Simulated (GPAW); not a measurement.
# Mg (P6_3/mmc) in GPAW: notebook

Aim: see how the results for Mg move with the level of theory and the settings. Levels: RPBE, revPBE, revPBE+D3(BJ). Tasks: relaxation of cell and atoms.

All numbers are computed with GPAW 26.7.0; they aren't measurements. Logs are shortened: lines on timing, memory, paths and dates and some standing lists are left out, and cuts for length are marked. The log counts tension as positive stress, the text compression.

### Step 1. The crystal as given

It takes space group P6_3/mmc (No. 194, hexagonal). Conventional cell: a = 3.209 Å, b = 3.209 Å, c = 5.210 Å, α = 90.00°, β = 90.00°, γ = 120.00°. Around Mg (site symmetry -6m2) lie 12 Mg at 3.20 to 3.21 Å.

### Step 2. Relaxation of cell and atoms, RPBE

Contents of run.py:

```python
from ase.filters import FrechetCellFilter
from ase.io import read, write
from ase.optimize import BFGS
from gpaw import GPAW, PW

atoms = read('Mg.xyz')

calc = GPAW(mode=PW(800),
            xc='RPBE',
            kpts={'size': (10, 10, 5), 'gamma': True},
            occupations={'name': 'fermi-dirac', 'width': 0.05},
            nbands=19,
            convergence={'density': 1e-05, 'forces': 0.0001},
            maxiter=150,
            txt='gpaw.txt')
atoms.calc = calc
opt = BFGS(FrechetCellFilter(atoms), trajectory='relax.traj', logfile='-')
done = opt.run(fmax=0.02, steps=100)
calc.write('gs.gpw')
write('result.traj', atoms)
print('Converged:', done)
print('Cell:', atoms.cell.cellpar().round(4))
print('Volume:', round(atoms.get_volume(), 4))
print(atoms.get_scaled_positions().round(5))
```

Contents of Mg.xyz:

```xyz
2
Lattice="3.2093000000 0.0000000000 0.0000000000 -1.6046500000 2.7793353284 0.0000000000 0.0000000000 0.0000000000 5.2103000000" Properties=species:S:1:pos:R:3 pbc="T T T"
Mg     1.6046500002      0.9264451094      3.9077250000
Mg    -0.0000000002      1.8528902190      1.3025750000
```

Potentials or basis: the program's PAW data sets (release 1.2.1) made for this functional, pw.

On the command line:

```sh
$ OMP_NUM_THREADS=1 python run.py
```

gpaw.txt:

```text
__  _  _
 | _ |_)|_||  |
 |__||  | ||/\| - 26.7.0

Input parameters:
  mode=PW(ecut=800.0),
  convergence={'density': 1e-05, 'forces': 0.0001},
  kpts=MonkhorstPack(size=(10, 10, 5), gamma=True),
  maxiter=150,
  nbands=19,
  occupations=Occupations(name='fermi-dirac', width=0.05),
  xc=XC(name='RPBE')

Diagonalizing LCAO Hamiltonian
Converting LCAO to pw mode

           Mg

        Mg

Atoms  # Å, Bohr magnetons
|   | symbol |         x |        y |        z |    initial magnetic moments |
|---|--------|-----------|----------|----------|-----------------------------|
| 0 |     Mg |  1.604650 | 0.926445 | 3.907725 | ( 0.0000,  0.0000,  0.0000) |
| 1 |     Mg | -0.000000 | 1.852890 | 1.302575 | ( 0.0000,  0.0000,  0.0000) |

Unit cell  # Å
| periodic |         x |        y |        z |  lengths |     angles |
|----------|-----------|----------|----------|----------|------------|
|      yes |  3.209300 | 0.000000 | 0.000000 | 3.209300 |  90.000000 |
|      yes | -1.604650 | 2.779335 | 0.000000 | 3.209300 |  90.000000 |
|      yes |  0.000000 | 0.000000 | 5.210300 | 5.210300 | 120.000000 |

Number of symmetries: 12
Symmetry operations  # r_c * U_cc + t_c -> r_c
|    | kind |            matrix            |
|----|------|------------------------------|
|  0 |  σ   |  1, 1, 0,  0,-1, 0,  0, 0, 1 |
|  1 |  S6  |  1, 1, 0, -1, 0, 0,  0, 0,-1 |
|  2 |  E   |  1, 0, 0,  0, 1, 0,  0, 0, 1 |
|  3 |  C2  |  1, 0, 0, -1,-1, 0,  0, 0,-1 |
|  4 |  C2  |  0, 1, 0,  1, 0, 0,  0, 0,-1 |
|  5 |  C3  |  0, 1, 0, -1,-1, 0,  0, 0, 1 |
|  6 |  S6  |  0,-1, 0,  1, 1, 0,  0, 0,-1 |
|  7 |  σ   |  0,-1, 0, -1, 0, 0,  0, 0, 1 |
|  8 |  σ   | -1, 0, 0,  1, 1, 0,  0, 0, 1 |
[... 168 lines left out ...]
Stress tensor  # eV/Ang^3
|         x |         y |         z |
|-----------|-----------|-----------|
| -0.001850 | -0.000000 |  0.000000 |
| -0.000000 | -0.001850 |  0.000000 |
|  0.000000 |  0.000000 | -0.008401 |

Forces  # eV/Ang
|        x |        y |        z |
|----------|----------|----------|
|  0.00000 | -0.00000 | -0.00001 |  # Mg   0
| -0.00000 |  0.00000 |  0.00001 |  # Mg   1

Interpolating wave functions to new cell

           Mg

        Mg

Atoms  # Å, Bohr magnetons
|   | symbol |         x |        y |        z |    initial magnetic moments |
|---|--------|-----------|----------|----------|-----------------------------|
| 0 |     Mg |  1.605143 | 0.926730 | 3.913178 | ( 0.0000,  0.0000,  0.0000) |
| 1 |     Mg | -0.000000 | 1.853459 | 1.304393 | ( 0.0000,  0.0000,  0.0000) |

Unit cell  # Å
| periodic |         x |         y |         z |  lengths |     angles |
|----------|-----------|-----------|-----------|----------|------------|
|      yes |  3.210286 |  0.000000 | -0.000000 | 3.210286 |  90.000000 |
|      yes | -1.605143 |  2.780189 | -0.000000 | 3.210286 |  90.000000 |
|      yes | -0.000000 | -0.000000 |  5.217570 | 5.217570 | 120.000000 |

Number of symmetries: 12
Symmetry operations  # r_c * U_cc + t_c -> r_c
|    | kind |            matrix            |
|----|------|------------------------------|
|  0 |  σ   |  1, 1, 0,  0,-1, 0,  0, 0, 1 |
|  1 |  S6  |  1, 1, 0, -1, 0, 0,  0, 0,-1 |
|  2 |  E   |  1, 0, 0,  0, 1, 0,  0, 0, 1 |
|  3 |  C2  |  1, 0, 0, -1,-1, 0,  0, 0,-1 |
|  4 |  C2  |  0, 1, 0,  1, 0, 0,  0, 0,-1 |
|  5 |  C3  |  0, 1, 0, -1,-1, 0,  0, 0, 1 |
|  6 |  S6  |  0,-1, 0,  1, 1, 0,  0, 0,-1 |
|  7 |  σ   |  0,-1, 0, -1, 0, 0,  0, 0, 1 |
|  8 |  σ   | -1, 0, 0,  1, 1, 0,  0, 0, 1 |
[... 184 lines left out ...]
Atoms  # Å, Bohr magnetons
|   | symbol |         x |        y |        z |    initial magnetic moments |
|---|--------|-----------|----------|----------|-----------------------------|
| 0 |     Mg |  1.611258 | 0.930260 | 3.998502 | ( 0.0000,  0.0000,  0.0000) |
| 1 |     Mg | -0.000000 | 1.860521 | 1.332839 | ( 0.0000,  0.0000,  0.0000) |

Unit cell  # Å
| periodic |         x |         y |        z |  lengths |     angles |
|----------|-----------|-----------|----------|----------|------------|
[... 47 lines left out ...]
|      yes | -1.609938 | 2.788494 | 0.000000 | 3.219876 |  90.000000 |
|      yes | -0.000000 | 0.000000 | 5.325360 | 5.325360 | 120.000000 |

Number of symmetries: 12
Symmetry operations  # r_c * U_cc + t_c -> r_c
|    | kind |            matrix            |
|----|------|------------------------------|
|  0 |  σ   |  1, 1, 0,  0,-1, 0,  0, 0, 1 |
|  1 |  S6  |  1, 1, 0, -1, 0, 0,  0, 0,-1 |
|  2 |  E   |  1, 0, 0,  0, 1, 0,  0, 0, 1 |
|  3 |  C2  |  1, 0, 0, -1,-1, 0,  0, 0,-1 |
|  4 |  C2  |  0, 1, 0,  1, 0, 0,  0, 0,-1 |
|  5 |  C3  |  0, 1, 0, -1,-1, 0,  0, 0, 1 |
|  6 |  S6  |  0,-1, 0,  1, 1, 0,  0, 0,-1 |
|  7 |  σ   |  0,-1, 0, -1, 0, 0,  0, 0, 1 |
|  8 |  σ   | -1, 0, 0,  1, 1, 0,  0, 0, 1 |
[... 162 lines left out ...]
No gap
No difference between direct/indirect transitions

Stress tensor  # eV/Ang^3
|        x |         y |         z |
|----------|-----------|-----------|
| 0.003546 |  0.000000 |  0.000000 |
| 0.000000 |  0.003546 | -0.000000 |
| 0.000000 | -0.000000 | -0.001295 |

Forces  # eV/Ang
|        x |       y |        z |
|----------|---------|----------|
| -0.00000 | 0.00000 |  0.00002 |  # Mg   0
|  0.00000 | 0.00000 | -0.00002 |  # Mg   1
[... 7 lines left out ...]
Atoms  # Å, Bohr magnetons
|   | symbol |         x |        y |        z |    initial magnetic moments |
|---|--------|-----------|----------|----------|-----------------------------|
| 0 |     Mg |  1.603420 | 0.925735 | 3.993953 | ( 0.0000,  0.0000,  0.0000) |
| 1 |     Mg | -0.000000 | 1.851470 | 1.331319 | ( 0.0000,  0.0000,  0.0000) |

Unit cell  # Å
| periodic |         x |         y |         z |  lengths |     angles |
|----------|-----------|-----------|-----------|----------|------------|
|      yes |  3.206841 | -0.000000 | -0.000000 | 3.206841 |  90.000000 |
|      yes | -1.603420 |  2.777205 |  0.000000 | 3.206841 |  90.000000 |
|      yes | -0.000000 |  0.000000 |  5.325272 | 5.325272 | 120.000000 |

Number of symmetries: 12
Symmetry operations  # r_c * U_cc + t_c -> r_c
|    | kind |            matrix            |
|----|------|------------------------------|
|  0 |  σ   |  1, 1, 0,  0,-1, 0,  0, 0, 1 |
|  1 |  S6  |  1, 1, 0, -1, 0, 0,  0, 0,-1 |
|  2 |  E   |  1, 0, 0,  0, 1, 0,  0, 0, 1 |
|  3 |  C2  |  1, 0, 0, -1,-1, 0,  0, 0,-1 |
|  4 |  C2  |  0, 1, 0,  1, 0, 0,  0, 0,-1 |
|  5 |  C3  |  0, 1, 0, -1,-1, 0,  0, 0, 1 |
|  6 |  S6  |  0,-1, 0,  1, 1, 0,  0, 0,-1 |
|  7 |  σ   |  0,-1, 0, -1, 0, 0,  0, 0, 1 |
|  8 |  σ   | -1, 0, 0,  1, 1, 0,  0, 0, 1 |
[... 112 lines left out ...]
SCF iterations
|iter     | |      energy | eigst |  dens |force |
|---------|-|-------------|-------|-------|------|
|iter:   1| |   -2.866543 | -1.75 |       |      |
|iter:   2| |   -2.866574 | -3.68 | -2.96 |      |
|iter:   3| |   -2.866519c| -4.79 | -2.98 |      |
|iter:   4| |   -2.866518c| -5.83 | -3.62 |      |
|iter:   5| |   -2.866518c| -7.36 | -4.40 |      |
|iter:   6| |   -2.866518c| -7.56c| -4.89 |      |
|iter:   7| |   -2.866518c| -7.91c| -5.62c|      |
|iter:   8| |   -2.866518c| -8.50c| -6.32c|-4.94c|

Converged in 8 steps
Energy contributions relative to reference atoms: (reference = -10905.270359)
[... 60 lines left out ...]
Atoms  # Å, Bohr magnetons
|   | symbol |         x |        y |        z |    initial magnetic moments |
|---|--------|-----------|----------|----------|-----------------------------|
| 0 |     Mg |  1.599297 | 0.923354 | 4.005539 | ( 0.0000,  0.0000,  0.0000) |
| 1 |     Mg | -0.000000 | 1.846709 | 1.335180 | ( 0.0000,  0.0000,  0.0000) |

Unit cell  # Å
| periodic |         x |        y |         z |  lengths |     angles |
|----------|-----------|----------|-----------|----------|------------|
|      yes |  3.198593 | 0.000000 | -0.000000 | 3.198593 |  90.000000 |
|      yes | -1.599297 | 2.770063 |  0.000000 | 3.198593 |  90.000000 |
|      yes | -0.000000 | 0.000000 |  5.340718 | 5.340718 | 120.000000 |

Number of symmetries: 12
Symmetry operations  # r_c * U_cc + t_c -> r_c
|    | kind |            matrix            |
|----|------|------------------------------|
|  0 |  σ   |  1, 1, 0,  0,-1, 0,  0, 0, 1 |
|  1 |  S6  |  1, 1, 0, -1, 0, 0,  0, 0,-1 |
|  2 |  E   |  1, 0, 0,  0, 1, 0,  0, 0, 1 |
|  3 |  C2  |  1, 0, 0, -1,-1, 0,  0, 0,-1 |
|  4 |  C2  |  0, 1, 0,  1, 0, 0,  0, 0,-1 |
|  5 |  C3  |  0, 1, 0, -1,-1, 0,  0, 0, 1 |
|  6 |  S6  |  0,-1, 0,  1, 1, 0,  0, 0,-1 |
|  7 |  σ   |  0,-1, 0, -1, 0, 0,  0, 0, 1 |
|  8 |  σ   | -1, 0, 0,  1, 1, 0,  0, 0, 1 |
[... 166 lines left out ...]
Stress tensor  # eV/Ang^3
|         x |         y |         z |
|-----------|-----------|-----------|
| -0.000110 | -0.000000 |  0.000000 |
| -0.000000 | -0.000110 | -0.000000 |
|  0.000000 | -0.000000 | -0.000676 |

Forces  # eV/Ang
|        x |        y |        z |
|----------|----------|----------|
| -0.00000 | -0.00000 | -0.00002 |  # Mg   0
|  0.00000 |  0.00000 |  0.00002 |  # Mg   1

# Writing to gs.gpw (mode='')
```

Run time: 2.9 min. Hardware: 1 thread of Arm Neoverse V2, shared host; peak memory 0.37 GiB.

Results:

```yaml
Free_energy: -2.8715 eV
Relaxed_volume: 23.66 Å³/atom
Relaxed_cell: a = 3.199 Å, b = 3.199 Å, c = 5.341 Å, α = 90.00°, β = 90.00°, γ = 120.00°
Space_group_after_relaxing_to_0.05_Å: P6_3/mmc (No. 194)
Energy_gained_by_relaxing: 3.9 meV/atom
Ionic_steps: 6
Pressure_after_relaxing: 0.0 GPa
Band_gap_on_the_k_mesh: none (metal or under the smearing width)
```

Step by step:
| step | energy change (eV) | largest force (eV/Å) | pressure (GPa) | volume (Å³) |
| --- | --- | --- | --- | --- |
| 1 | 0.0000 | 0.0000 | 0.65 | 46.47 |
| 2 | -0.0006 | 0.0000 | 0.58 | 46.57 |
| 3 | -0.0058 | 0.0000 | -0.40 | 47.95 |
| 4 | -0.0061 | 0.0000 | -0.31 | 47.81 |
| 5 | -0.0072 | 0.0000 | -0.03 | 47.43 |
| 6 | -0.0078 | 0.0000 | 0.05 | 47.32 |

Final structure:
```
Mg
1.0
     3.19859    0.00000    0.00000
    -1.59930    2.77006    0.00000
     0.00000    0.00000    5.34072
Mg
2
Direct
  0.66667 0.33333 0.75000
  0.33333 0.66667 0.25000
```

Caveat: later steps reuse the first step's grids. RPBE and its kin give volumes clearly too large for solids.

### Step 3. Relaxation of cell and atoms, revPBE

Changes to run.py since step 2:

```diff
@@ -2,3 +2,3 @@
 from ase.io import read, write
-from ase.optimize import BFGS
+from ase.optimize import LBFGS
 from gpaw import GPAW, PW
@@ -8,3 +8,3 @@
 calc = GPAW(mode=PW(800),
-            xc='RPBE',
+            xc='revPBE',
             kpts={'size': (10, 10, 5), 'gamma': True},
@@ -16,4 +16,4 @@
 atoms.calc = calc
-opt = BFGS(FrechetCellFilter(atoms), trajectory='relax.traj', logfile='-')
-done = opt.run(fmax=0.02, steps=100)
+opt = LBFGS(FrechetCellFilter(atoms), trajectory='relax.traj', logfile='-')
+done = opt.run(fmax=0.01, steps=60)
 calc.write('gs.gpw')
```

Mg.xyz is that of step 2.

Potentials or basis: the program's PAW data sets (release 1.2.1) made for this functional, pw.

On the command line:

```sh
$ OMP_NUM_THREADS=1 python run.py
```

Wall time 3.7 min (1 thread of Arm Neoverse V2, shared host); peak memory 0.43 GiB.

The run converged. Its results:

* Free energy: -2.9179 eV
* Relaxed volume: 23.57 Å³/atom
* Relaxed cell: a = 3.193 Å, b = 3.193 Å, c = 5.339 Å, α = 90.00°, β = 90.00°, γ = 120.00°
* Space group after relaxing (to 0.05 Å): P6_3/mmc (No. 194)
* Energy gained by relaxing: 3.5 meV/atom
* Ionic steps: 9
* Pressure after relaxing: 0.0 GPa
* Band gap on the k mesh: none (metal or under the smearing width)

Step by step:
```
step  energy change (eV)  largest force (eV/Å)  pressure (GPa)  volume (Å³)
   1              0.0000                0.0000            0.45        46.47
   2             -0.0004                0.0000            0.40        46.54
   3             -0.0050                0.0000           -0.65        48.07
   4             -0.0055                0.0000           -0.24        47.45
   5             -0.0059                0.0000           -0.29        47.53
   6             -0.0065                0.0000           -0.29        47.53
   7             -0.0069                0.0000           -0.18        47.38
   8             -0.0071                0.0000           -0.04        47.19
   9             -0.0071                0.0000            0.00        47.13
```

Final structure:
```xyz
2
Lattice="3.1928 0.0000 0.0000 -1.5964 2.7650 0.0000 0.0000 0.0000 5.3392" Properties=species:S:1:pos:R:3 pbc="T T T"
Mg    1.5964    0.9217    4.0044
Mg    0.0000    1.8434    1.3348
```

Levels at points of the mesh, in eV from the Fermi level:
| k point | band 8 | band 9 | band 10 | band 11 | band 12 | band 13 |
| --- | --- | --- | --- | --- | --- | --- |
| (0.00, 0.00, 0.00) | -42.96 | -6.87 | -1.85 | -1.53 | 11.06 | 11.06 |
| (0.50, 0.50, 0.00) | -42.96 | -2.09 | -2.04 | 2.54 | 2.88 | 2.99 |

Caveat: later steps reuse the first step's grids.

### Step 4. Relaxation of cell and atoms, revPBE+D3(BJ)

Contents of run.py:

```python
from ase import Atoms
from ase.calculators.mixing import SumCalculator
from ase.filters import FrechetCellFilter
from ase.io import write
from ase.optimize import FIRE
from dftd3.ase import DFTD3
from gpaw import GPAW, PW

atoms = Atoms(['Mg', 'Mg'],
              cell=[[3.2093, 0.0, 0.0],
                    [-1.60465, 2.7793353284, 0.0],
                    [0.0, 0.0, 5.2103]],
              scaled_positions=[[0.6666666667, 0.3333333333, 0.75],
                                [0.3333333333, 0.6666666667, 0.25]],
              pbc=True)

calc = GPAW(mode=PW(800),
            xc='revPBE',
            kpts={'size': (10, 10, 5), 'gamma': True},
            occupations={'name': 'fermi-dirac', 'width': 0.05},
            nbands=19,
            convergence={'density': 1e-05, 'forces': 0.0001},
            maxiter=150,
            txt='gpaw.txt')
atoms.calc = SumCalculator([calc, DFTD3(method='revpbe', damping='d3bj')])
opt = FIRE(FrechetCellFilter(atoms), trajectory='relax.traj', logfile='-')
done = opt.run(fmax=0.02, steps=40)
calc.write('gs.gpw')
write('result.traj', atoms)
print('Converged:', done)
print('Cell:', atoms.cell.cellpar().round(4))
print('Volume:', round(atoms.get_volume(), 4))
print(atoms.get_scaled_positions().round(5))
```

On the command line:

```sh
$ OMP_NUM_THREADS=1 python run.py
```

Run time: 11 min. Hardware: 1 thread of Arm Neoverse V1, shared host; peak memory 0.42 GiB.

It converged, with:

```
Free energy                            : -4.0305 eV
Relaxed volume                         : 21.29 Å³/atom
Relaxed cell                           : a = 3.091 Å, b = 3.091 Å, c = 5.147 Å, α = 90.00°, β = 90.00°, γ = 120.00°
Space group after relaxing (to 0.05 Å) : P6_3/mmc (No. 194)
Energy gained by relaxing              : 24.2 meV/atom
Ionic steps                            : 25
Pressure after relaxing                : -0.1 GPa
Band gap on the k mesh                 : none (metal or under the smearing width)
Dispersion energy per atom             : -0.584 eV
```

Stress tensor (GPa, compression positive):
```
-0.14  0.00  0.00
 0.00 -0.14  0.00
 0.00  0.00 -0.05
```

The path:
| step | energy change (eV) | largest force (eV/Å) | pressure (GPa) | volume (Å³) |
| --- | --- | --- | --- | --- |
| 1 | 0.0000 | 0.0000 | -3.17 | 46.47 |
| 2 | -0.0063 | 0.0000 | -2.97 | 46.16 |
| 3 | -0.0173 | 0.0000 | -2.57 | 45.55 |
| 4 | -0.0299 | 0.0000 | -1.96 | 44.70 |
| 5 | -0.0406 | 0.0000 | -1.15 | 43.69 |
| 6 | -0.0461 | 0.0000 | -0.17 | 42.60 |
| 7 | -0.0451 | 0.0000 | 0.88 | 41.59 |
| 8 | -0.0452 | 0.0000 | 0.86 | 41.61 |
| 9 | -0.0454 | 0.0000 | 0.82 | 41.65 |
| 10 | -0.0457 | 0.0000 | 0.77 | 41.70 |
| 11 | -0.0461 | 0.0000 | 0.70 | 41.77 |
| 12 | -0.0465 | 0.0000 | 0.61 | 41.85 |
| 13 | -0.0469 | 0.0000 | 0.52 | 41.94 |
| 14 | -0.0473 | 0.0000 | 0.41 | 42.05 |
| 15 | -0.0477 | 0.0000 | 0.29 | 42.17 |
| 16 | -0.0481 | 0.0000 | 0.14 | 42.32 |
| 17 | -0.0483 | 0.0000 | -0.01 | 42.48 |
| 18 | -0.0484 | 0.0000 | -0.16 | 42.64 |
| 19 | -0.0484 | 0.0000 | -0.16 | 42.63 |
| 20 | -0.0484 | 0.0000 | -0.15 | 42.63 |
| 21 | -0.0484 | 0.0000 | -0.15 | 42.63 |
| 22 | -0.0485 | 0.0000 | -0.14 | 42.62 |
| 23 | -0.0485 | 0.0000 | -0.13 | 42.61 |
| 24 | -0.0485 | 0.0000 | -0.12 | 42.60 |
| 25 | -0.0485 | 0.0000 | -0.11 | 42.59 |

Final structure:
```
Mg
1.0
     3.09091    0.00000    0.00000
    -1.54545    2.67681    0.00000
     0.00000    0.00000    5.14742
Mg
2
Direct
  0.66667 0.33333 0.75000
  0.33333 0.66667 0.25000
```

Levels at points of the mesh, in eV from the Fermi level:
```tsv
k point	band 7	band 8	band 9	band 10	band 11	band 12	band 13	band 14
(0.00, 0.00, 0.00)	-42.80	-42.80	-7.32	-2.02	-1.50	11.63	11.63	11.99
(0.50, 0.50, 0.00)	-42.81	-42.81	-2.28	-2.15	2.68	2.91	3.30	3.76
```

Caveat: later steps reuse the first step's grids; pairwise dispersion overbinds metals, which lowers pressure and volume.

### Step 5. Overview

| level | optimizer | fmax | max steps | gap on the mesh (eV) | pressure (GPa) | relaxed volume (Å³/atom) |
| --- | --- | --- | --- | --- | --- | --- |
| RPBE | BFGS | 0.02 eV/Å | 100 | none | 0.0 | 23.66 |
| revPBE | LBFGS | 0.01 eV/Å | 60 | none | 0.0 | 23.57 |
| revPBE+D3(BJ) | FIRE | 0.02 eV/Å | 40 | none | -0.1 | 21.29 |

Alike in all rows: task relaxation of cell and atoms; potentials or basis the program's PAW data sets (release 1.2.1) made for this functional, pw; no spin polarisation; cell relaxed; k mesh 10 × 10 × 5; cutoff (eV) 800; smearing fermi-dirac 0.05 eV.

Caveats: later steps reuse the first step's grids; pairwise dispersion overbinds metals, which lowers pressure and volume (some runs).

Absolute energies hang on the potentials; compare differences alone.
